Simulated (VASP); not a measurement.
# Re (P6_3/mmc) in VASP: further runs

The runs below take Re through relaxation of cell and atoms, with PBE+D3(BJ), PBE.

Program: VASP 6.6.1. These are calculated values, not measurements. Logs are shortened: lines on timing, memory, paths and dates and some standing lists are left out, and cuts for length are marked.

## Step 1: Starting point

The structure is hexagonal, space group P6_3/mmc (No. 194). Conventional cell: a = 2.761 Å, b = 2.761 Å, c = 4.458 Å, α = 90.00°, β = 90.00°, γ = 120.00°. Re (site symmetry -6m2) has 12 Re at 2.74 to 2.76 Å as nearest neighbours.

## Step 2: Relaxation of cell and atoms, PBE+D3(BJ)

File INCAR:

```
SYSTEM = Re
PREC     = Accurate       ! precision mode
ENCUT    = 600            ! plane-wave cutoff, eV
EDIFF    = 1E-6           ! SCF threshold, eV
ISMEAR   = 1              ! smearing method
SIGMA    = 0.1            ! smearing width, eV
LREAL    = .FALSE.        ! projectors in reciprocal space
LASPH    = .TRUE.         ! aspherical terms in the spheres
NELM     = 80             ! most SCF steps
ALGO     = Normal         ! electronic algorithm
ISIF     = 3              ! what is computed and relaxed
LWAVE    = .FALSE.        ! write WAVECAR
LCHARG   = .FALSE.        ! write CHGCAR
GGA      = PE             ! functional
IVDW     = 12             ! dispersion correction
IBRION   = 2              ! ionic algorithm
NSW      = 90             ! ionic steps
EDIFFG   = -0.01          ! ionic threshold
```

File KPOINTS:

```
Automatic mesh
0
G
  15 15 8
  0 0 0
```

File POSCAR:

```
Re
1.0
    2.7608000000      0.0000000000      0.0000000000
   -1.3804000000      2.3909229348      0.0000000000
    0.0000000000      0.0000000000      4.4582000000
Re
2
Direct
    0.3333333333      0.6666666667      0.2500000000
    0.6666666667      0.3333333333      0.7500000000
```

Potentials or basis: VASP PAW PBE potentials, release 64 (Re).

The run is started by

```bash
$ cat potpaw_PBE.64/Re/POTCAR > POTCAR
$ mpirun -np 1 vasp_std > vasp.out
```

OUTCAR:

```text
SYSTEM = Re
   PREC = Accurate
   ENCUT = 600
   EDIFF = 1E-6
   ISMEAR = 1
   LREAL = .FALSE.
   LASPH = .TRUE.
   NELM = 80
   ISIF = 3
   GGA = PE
   IVDW = 12
   IBRION = 2
   NSW = 90
   EDIFFG = -0.01
 IVDW          = 12

 ion  position               nearest neighbor table
   1  0.333  0.667  0.250-   2 2.74   2 2.74   2 2.74   2 2.74   2 2.74   2 2.74
   2  0.667  0.333  0.750-   1 2.74   1 2.74   1 2.74   1 2.74   1 2.74   1 2.74

  LATTYP: Found a hexagonal cell.
 ALAT       =     2.7608000000
 C/A-ratio  =     1.6148217908

  Lattice vectors:

 A1 = (   2.7608000000,   0.0000000000,   0.0000000000)
 A2 = (  -1.3804000000,   2.3909229348,   0.0000000000)
 A3 = (   0.0000000000,   0.0000000000,   4.4582000000)

Analysis of symmetry for initial positions (statically):
=====================================================================
 Subroutine PRICEL returns:
 Original cell was already a primitive cell.

 Routine SETGRP: Setting up the symmetry group for a
 hexagonal supercell.

 Subroutine GETGRP returns: Found 24 space group operations
 (whereof 12 operations were pure point group operations)
 out of a pool of 24 trial point group operations.

The static configuration has the point symmetry D_3d.
 The point group associated with its full space group is D_6h.

Analysis of symmetry for dynamics (positions and initial velocities):
=====================================================================
 Subroutine PRICEL returns:
 Original cell was already a primitive cell.

 Routine SETGRP: Setting up the symmetry group for a
 hexagonal supercell.

 Subroutine GETGRP returns: Found 24 space group operations
 (whereof 12 operations were pure point group operations)
 out of a pool of 24 trial point group operations.

The dynamic configuration has the point symmetry D_3d.
 The point group associated with its full space group is D_6h.

 Subroutine INISYM returns: Found 24 space group operations
 (whereof 12 operations are pure point group operations),
 and found     1 'primitive' translations

----------------------------------------------------------------------------------------

                                     Primitive cell

  volume of cell :      29.4280

  direct lattice vectors                    reciprocal lattice vectors
     2.760800000  0.000000000  0.000000000     0.362213851  0.209124264  0.000000000
    -1.380400000  2.390922935  0.000000000     0.000000000  0.418248529  0.000000000
     0.000000000  0.000000000  4.458200000     0.000000000  0.000000000  0.224305774

  length of vectors
     2.760800000  2.760800000  4.458200000     0.418248529  0.418248529  0.224305774

  position of ions in fractional coordinates (direct lattice)
     0.333333333  0.666666667  0.250000000
     0.666666667  0.333333333  0.750000000

  ion indices of the primitive-cell ions
   primitive index   ion index
                 1           1
                 2           2

----------------------------------------------------------------------------------------

 KPOINTS: Automatic mesh

Automatic generation of k-mesh.
 Grid dimensions read from file:
 generate k-points for:   15   15    8

 Generating k-lattice:

  Cartesian coordinates                     Fractional coordinates (reciprocal lattice)
     0.024147590  0.013941618  0.000000000     0.066666667 -0.000000000  0.000000000
     0.000000000  0.027883235  0.000000000     0.000000000  0.066666667  0.000000000
     0.000000000  0.000000000  0.028038222     0.000000000  0.000000000  0.125000000

  Length of vectors
     0.027883235  0.027883235  0.028038222

  Shift w.r.t. Gamma in fractional coordinates (k-lattice)
     0.000000000  0.000000000  0.000000000

 Subroutine IBZKPT returns following result:
 ===========================================

 Found    135 irreducible k-points:

 Following reciprocal coordinates:
            Coordinates               Weight
  0.000000  0.000000  0.000000      1.000000
  0.066667 -0.000000  0.000000      6.000000
  0.133333 -0.000000  0.000000      6.000000
  0.200000 -0.000000  0.000000      6.000000
  0.266667 -0.000000  0.000000      6.000000
  0.333333 -0.000000  0.000000      6.000000
[... 16 lines left out ...]
  0.333333  0.200000  0.000000     12.000000
  0.400000  0.200000  0.000000      6.000000
 [... further k-points ...]
   k-points           NKPTS =    135   k-points in BZ     NKDIM =    135   number of bands    NBANDS=     11
   number of dos      NEDOS =    301   number of ions     NIONS =      2
   total plane-waves  NPLWV =  20736
   dimension x,y,z NGX =    24 NGY =   24 NGZ =   36
   dimension x,y,z NGXF=    48 NGYF=   48 NGZF=   72
   ions per type =               2
   NGX,Y,Z   is equivalent  to a cutoff of  14.45, 14.45, 13.42 a.u.
   NGXF,Y,Z  is equivalent  to a cutoff of  28.90, 28.90, 26.85 a.u.
 SYSTEM =  Re
   PREC   = accura    normal or accurate (medium, high low for compatibility)
   ISTART =      0    job   : 0-new  1-cont  2-samecut
   ICHARG =      2    charge: 1-file 2-atom 10-const
   ISPIN  =      1    spin polarized calculation?
   LNONCOLLINEAR =      F non collinear calculations
   LSORBIT =      F    spin-orbit coupling
   LASPH  =      T    aspherical Exc in radial PAW
   ENCUT  =  600.0 eV  44.10 Ry    6.64 a.u.   5.51  5.51  8.90*2*pi/ulx,y,z
   NELM   =     80;   NELMIN=  2; NELMDL= -5     # of ELM steps
   EDIFF  = 0.1E-05   stopping-criterion for ELM
   LREAL  =      F    real-space projection
   EDIFFG = -.1E-01   stopping-criterion for IOM
   NSW    =     90    number of steps for IOM
   IBRION =      2    ionic relax: 0-MD 1-quasi-New 2-CG
   NFREE  =      1    steps in history (QN), initial steepest desc. (CG)
   ISIF   =      3    stress and relaxation
   ISYM   =      2    0-nonsym 1-usesym 2-fastsym
   POTIM  = 0.5000    time-step for ionic-motion
   TEBEG  =    0.0;   TEEND  =   0.0 temperature during run
   PSTRESS=    0.0 pullay stress
   NELECT =      14.0000    total number of electrons
   NUPDOWN=      -1.0000    fix difference up-down
   EMIN   =  10.00;   EMAX   =-10.00  energy-range for DOS
   EFERMI =   0.00;   METHOD = LEGACY
   ISMEAR =     1;   SIGMA  =   0.10  broadening in eV -4-tet -1-fermi 0-gaus
   EFERMI_NEDOS =   21; number of points for ismear=-14 and -15
   IALGO  =     38    algorithm
   IMIX   =      4    mixing-type and parameters
     AMIX     =   0.40;   BMIX     =  1.00
     AMIX_MAG =   1.60;   BMIX_MAG =  1.00
  volume/ion in A,a.u.               =      14.71        99.29
  Fermi-wavevector in a.u.,A,eV,Ry     =   1.278000  2.415070 22.222174  1.633284
  Thomas-Fermi vector in A             =   2.410568
   LORBIT       =      0    0 simple, 1 ext, 2 COOP (PROOUT), +10 PAW based schemes
   GGA     = PE    functional components
   LHFCALC =     F    Hartree Fock is set to
   AEXX    =    0.0000 exact exchange contribution
   IVDW    =    12    specifies the selected vdW correction
   LEPSILON=     F    determine dielectric tensor
   LRPA    =     F    only Hartree local field effects (RPA)
 conjugate gradient relaxation of ions
 non-spin polarized calculation
 Methfessel and Paxton  Order N= 1 SIGMA  =   0.10
  energy-cutoff  :      600.00
  volume of cell :       29.43
 maximum number of plane-waves:      1014
 NGX is ok and might be reduce to    24
   NGX = 11   NGY = 11   NGZ = 17

--------------------------------------- Ionic step        1  -------------------------------------------

 number of electron      14.0000000 magnetization

 Free energy of the ion-electron system (eV)
  ---------------------------------------------------
  ext. energy  EPLUGINS =         0.00000000
  ---------------------------------------------------
  free energy    TOTEN  =       -24.84787474 eV

  energy without entropy =      -24.84868018  energy(sigma->0) =      -24.84814322

------------------------ aborting loop because EDIFF is reached ----------------------------------------

 Edisp (eV)   -1.31071

 E8    (eV) :    -0.6600

  FORCE on cell =-STRESS in cart. coord.  units (eV):
  Direction    XX          YY          ZZ          XY          YZ          ZX
  --------------------------------------------------------------------------------------
  -------------------------------------------------------------------------------------
  Total      -0.39684    -0.39684    -0.09068     0.00000     0.00000     0.00000
  in kB     -21.60553   -21.60553    -4.93719     0.00000     0.00000     0.00000
  external pressure =      -16.05 kB  Pullay stress =        0.00 kB
[... 181 lines left out ...]
  energy  without entropy=      -26.1601928613  energy(sigma->0) =      -26.15967769

--------------------------------------- Ionic step        6  -------------------------------------------

 number of electron      14.0000000 magnetization

 Free energy of the ion-electron system (eV)
  ---------------------------------------------------
  ext. energy  EPLUGINS =         0.00000000
  ---------------------------------------------------
  free energy    TOTEN  =       -24.84302849 eV

  energy without entropy =      -24.84380883  energy(sigma->0) =      -24.84328860

 E-fermi :   7.9124     XC(G=0): -13.7549

 val. band max:        7.9048064110   @ k =   0.2000   0.1333   0.5000
 cond. band min:       7.9311155267   @ k =   0.1333   0.0667   0.0000
 fundamental gap:      0.0263091156
 Fermi energy:         7.9124239167

 k-point     1 :       0.0000    0.0000    0.0000
  band No.  band energies     occupation
      1      -1.9573      2.00000
      2       1.2795      2.00000
      3       6.3060      2.00000
      4       6.3552      2.00000
      5       6.3552      2.00000
      6       7.1877      2.00000
      7       7.1877      2.00000
      8       8.1554     -0.00315
      9       8.1554     -0.00315
     10       8.5260     -0.00000
     11      11.3217      0.00000
[... 309 lines left out ...]
 k-point    24 :       0.4000    0.2000    0.0000
  band No.  band energies     occupation
      1       2.7126      2.00000
      2       3.1209      2.00000
      3       3.1300      2.00000
      4       5.2179      2.00000
      5       5.6735      2.00000
      6       6.2307      2.00000
      7       7.5891      2.00005
      8      10.9220      0.00000
      9      11.6498      0.00000
     10      11.6572      0.00000
     11      14.6211      0.00000

 [... further k-points ...]

------------------------ aborting loop because EDIFF is reached ----------------------------------------

 Edisp (eV)   -1.31655

 E8    (eV) :    -0.6630

  FORCE on cell =-STRESS in cart. coord.  units (eV):
  Direction    XX          YY          ZZ          XY          YZ          ZX
  --------------------------------------------------------------------------------------
  -------------------------------------------------------------------------------------
  Total       0.01314     0.01314     0.00829     0.00000    -0.00000    -0.00000
  in kB       0.71828     0.71828     0.45351     0.00000    -0.00000    -0.00000
  external pressure =        0.63 kB  Pullay stress =        0.00 kB
[... 17 lines left out ...]
  FREE ENERGIE OF THE ION-ELECTRON SYSTEM (eV)
  ---------------------------------------------------
  free  energy   TOTEN  =       -26.1595741517 eV

  energy  without entropy=      -26.1603544929  energy(sigma->0) =      -26.15983427

 reached required accuracy - stopping structural energy minimisation
```

Run time: 2.6 min. Hardware: 1 thread of Intel Xeon Platinum 8175M at 2.50GHz (Skylake/Cascade Lake), shared host; peak memory 0.21 GiB.

What came out:

| Item | Value |
| --- | --- |
| Free energy | -26.1596 eV |
| Relaxed volume | 14.65 Å³/atom |
| Relaxed cell | a = 2.754 Å, b = 2.754 Å, c = 4.462 Å, α = 90.00°, β = 90.00°, γ = 120.00° |
| Space group after relaxing (to 0.05 Å) | P6_3/mmc (No. 194) |
| Energy gained by relaxing | 0.5 meV/atom |
| Ionic steps | 6 |
| Pressure after relaxing | 0.1 GPa |
| Band gap on the k mesh | none (metal or under the smearing width) |
| Dispersion energy per atom | -0.658 eV |

Step by step:
```tsv
step	energy change (eV)	largest force (eV/Å)	pressure (GPa)	volume (Å³)
1	0.0000	0.0000	-1.60	29.43
2	0.0103	0.0000	7.09	28.80
3	-0.0009	0.0000	0.18	29.29
4	-0.0009	0.0000	0.23	29.29
5	-0.0008	0.0000	-0.17	29.32
6	-0.0010	0.0000	0.06	29.30
```

Final structure:
```xyz
2
Lattice="2.7537 0.0000 0.0000 -1.3768 2.3848 0.0000 0.0000 0.0000 4.4619" Properties=species:S:1:pos:R:3 pbc="T T T"
Re    0.0000    1.5898    1.1155
Re    1.3768    0.7949    3.3464
```

Caveat: pairwise dispersion overbinds metals, which lowers pressure and volume. Spin-orbit coupling is left out, which matters for the levels of Re.

## Step 3: Relaxation of cell and atoms, PBE+D3(BJ)

This run uses another cell than the first one, of 14.65 Å³/atom, 0.996 times its volume.

Changes to INCAR since step 2:

```diff
@@ -3,3 +3,3 @@
 ENCUT    = 600            ! plane-wave cutoff, eV
-EDIFF    = 1E-6           ! SCF threshold, eV
+EDIFF    = 1E-7           ! SCF threshold, eV
 ISMEAR   = 1              ! smearing method
@@ -17,2 +17,2 @@
 NSW      = 90             ! ionic steps
-EDIFFG   = -0.01          ! ionic threshold
+EDIFFG   = -0.005         ! ionic threshold
```

KPOINTS is that of step 2.

File POSCAR:

```
Re                                      
1.0
    2.7536844810      0.0000000000     -0.0000000000
   -1.3768422405      2.3847607146      0.0000000000
   -0.0000000000     -0.0000000000      4.4619321181
  Re            
     2
Direct
     0.3333333332999970    0.6666666667000030    0.2500000000000000
     0.6666666667000030    0.3333333332999970    0.7500000000000000
```

Potentials or basis: VASP PAW PBE potentials, release 64 (Re).

The run is started by

```bash
$ cat potpaw_PBE.64/Re/POTCAR > POTCAR
$ mpirun -np 1 vasp_std > vasp.out
```

It took 1.7 min on 1 thread of Intel Xeon Platinum 8175M at 2.50GHz (Skylake/Cascade Lake), shared host; peak memory 0.21 GiB.

Results (log left out):

| Property | Result |
| --- | --- |
| Free energy | -26.1595 eV |
| Relaxed volume | 14.65 Å³/atom |
| Relaxed cell | a = 2.754 Å, b = 2.754 Å, c = 4.462 Å, α = 90.00°, β = 90.00°, γ = 120.00° |
| Space group after relaxing (to 0.05 Å) | P6_3/mmc (No. 194) |
| Energy gained by relaxing | 0.0 meV/atom |
| Ionic steps | 3 |
| Pressure after relaxing | 0.0 GPa |
| Band gap on the k mesh | none (metal or under the smearing width) |
| Dispersion energy per atom | -0.658 eV |

Final structure:
```cif
data_structure
_symmetry_space_group_name_H-M 'P 1'
_symmetry_Int_Tables_number 1
_cell_length_a 2.7538
_cell_length_b 2.7538
_cell_length_c 4.4621
_cell_angle_alpha 90.000
_cell_angle_beta 90.000
_cell_angle_gamma 120.000
_cell_volume 29.30
loop_
_atom_site_label
_atom_site_type_symbol
_atom_site_fract_x
_atom_site_fract_y
_atom_site_fract_z
_atom_site_occupancy
Re1 Re 0.33333 0.66667 0.25000 1
Re2 Re 0.66667 0.33333 0.75000 1
```

Levels at points of the mesh, in eV from the Fermi level:
```
           k point  band 3  band 4  band 5  band 6  band 7  band 8  band 9  band 10  band 11
(0.00, 0.00, 0.00)   -1.61   -1.56   -1.56   -0.72   -0.72    0.24    0.24     0.61     3.41
(0.00, 0.00, 0.50)   -2.39   -2.39   -1.68   -1.68   -1.68   -1.68    2.59     2.59     2.59
```

Caveat: pairwise dispersion overbinds metals, which lowers pressure and volume.

(Continued in part 2 of 2.)
